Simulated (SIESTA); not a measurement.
**As under changes of volume**

One of the cells (22.434 Å³/atom); the others are scaled copies at fixed shape and fractional positions:

```
As
1.0
     1.82500   -5.50000    0.00000
     1.82500    5.50000    0.00000
     0.00000    0.00000    4.47000
As
4
Direct
  0.39000 0.61000 0.56000
  0.89000 0.11000 0.94000
  0.61000 0.39000 0.44000
  0.11000 0.89000 0.06000
```

This isn't the form of As at room conditions, which is rhombohedral.

```yaml
Program: SIESTA 5.4.2
Functional: LDA
Potentials_or_basis: PseudoDojo 0.4 standard (LDA files)
Basis: DZP (energy shift 0.003 Ry; two zetas on semicore shells)
Grid_cutoff: 500 Ry
Energy_shift: 0.003 Ry
k_mesh: 8 × 8 × 6
Occupations: fermi-dirac, width 0.05 eV
Spin: no spin polarisation
```

```tsv
volume (Å³/atom)	energy over the lowest point (meV/atom)	pressure (GPa)	largest force (eV/Å)
21.088	25.16	5.6	0.971
21.536	12.08	3.8	0.758
21.985	3.87	2.1	0.561
22.434	0.00	0.6	0.380
22.882	?	?	?
23.331	3.60	-1.9	0.067
23.780	10.34	-2.9	0.095
```

**Question.** What does the run at 22.882 Å³/atom give?

**Answer.** Energy over the lowest point 0.04 meV/atom; pressure -0.7 GPa; largest force 0.214 eV/Å.

Worked out: A Birch-Murnaghan fit of order 3 (a polynomial in V^(-2/3)) to the other rows has its minimum at 22.65 Å³/atom with B0 = V·E''(V) = 67 GPa and B' = 4.4 at fixed shape and positions, which overstates the stiffness. It gives 0.04 meV/atom at 22.882 Å³/atom, against the run's 0.04, and -dE/dV = -0.7 GPa, against -0.7.

Energies are extrapolated to zero smearing.

Caveats: the basis of atomic orbitals isn't converged, which shifts pressures, moduli and gaps.
